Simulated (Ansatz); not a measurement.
## Se under changes of volume

One of the cells (27.261 Å³/atom); the others are scaled copies at fixed shape and fractional positions:

```xyz
3
Lattice="4.3662 0.0000 0.0000 -2.1831 3.7812 0.0000 0.0000 0.0000 4.9536" Properties=species:S:1:pos:R:3 pbc="T T T"
Se    1.6910    2.9289    0.0000
Se   -0.4921    0.8523    3.3024
Se    0.9841    0.0000    1.6512
```

```yaml
Program: Ansatz 0.2.0
Functional: PBEsol
Dispersion: D3(BJ)
Potentials_or_basis: all-electron LAPW, scalar-relativistic
Cutoff: 326 eV (chosen from the basis error)
Basis_error_allowed: 0.001 eV/atom
k_mesh: 7 × 7 × 6
Occupations: fermi-dirac, width 0.01 eV
Spin: collinear spin, ferromagnetic start
Starting_moments: "[0.334, 0.333, 0.333] μB"
Fixed_moment: 1 μB
```

```csv
volume (Å³/atom),energy over the lowest point (meV/atom),pressure (GPa),largest force (eV/Å)
25.625,17.79,3.7,1.351
26.170,?,?,?
26.716,1.82,1.1,0.834
27.261,0.00,0.0,0.603
27.806,1.75,-1.0,0.384
28.351,6.62,-1.8,0.172
28.896,14.29,-2.6,0.022
```

Task: What does the run at 26.170 Å³/atom give?

Result: Energy over the lowest point 7.63 meV/atom; pressure 2.3 GPa; largest force 1.085 eV/Å.

Worked out: A Birch-Murnaghan fit of order 3 (a polynomial in V^(-2/3)) to the other rows has its minimum at 27.26 Å³/atom with B0 = V·E''(V) = 52 GPa and B' = 4.8 at fixed shape and positions, which overstates the stiffness. It gives 7.58 meV/atom at 26.170 Å³/atom, against the run's 7.63, and -dE/dV = 2.3 GPa, against 2.3.

Energies are extrapolated to zero smearing.

Caveats: the total moment is fixed, so each spin has its own Fermi level; forces of over 1 eV/Å show positions far from the minimum, so gaps and moduli don't describe the material at rest (some runs).
